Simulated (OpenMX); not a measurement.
Runs of OpenMX 3.8.5 on Bi. The structure is monoclinic, space group C2/m (No. 12). The conventional cell has a = 7.069 Å, b = 6.348 Å, c = 3.403 Å, α = 90.00°, β = 112.04°, γ = 90.00°. Around Bi (site symmetry m) lie 6 Bi at 3.25 to 3.49 Å. This isn't the form of Bi at room conditions, which is rhombohedral.

```csv
cell,gap on the mesh (eV),pressure (GPa),largest force (eV/Å)
"C2/m, 35.39 Å³/atom",none,-0.9,0.07
"C2/m, 31.3 Å³/atom",none,(b),0.14
"C2/m, 36.75 Å³/atom",none,-2.4,(a)
"C2/m, 29.94 Å³/atom",none,9.6,0.22
"C2/m, 32.66 Å³/atom",none,3.2,0.07
```

Alike in all rows: task single point; level PBE; potentials or basis OpenMX 2013 PBE set, Bi8.0-s3p2d2f1, grid cutoff 500 Ry; no spin polarisation; k mesh 5 × 5 × 7; smearing fermi-dirac 0.05 eV.

Problem. Fill in the values left out.

Solution. (a) 0.11; (b) 6.1.

Caveats: the basis has few d functions beyond the semicore shells, which can make volumes several per cent too large; spin-orbit coupling is left out, which moves the levels of the heavy elements; the basis of atomic orbitals isn't converged, which shifts pressures, moduli and gaps.

A k mesh can miss the band edges, and the runs leave out spin-orbit coupling on Bi.

A gap of «none» marks a metal or a gap under the smearing width.
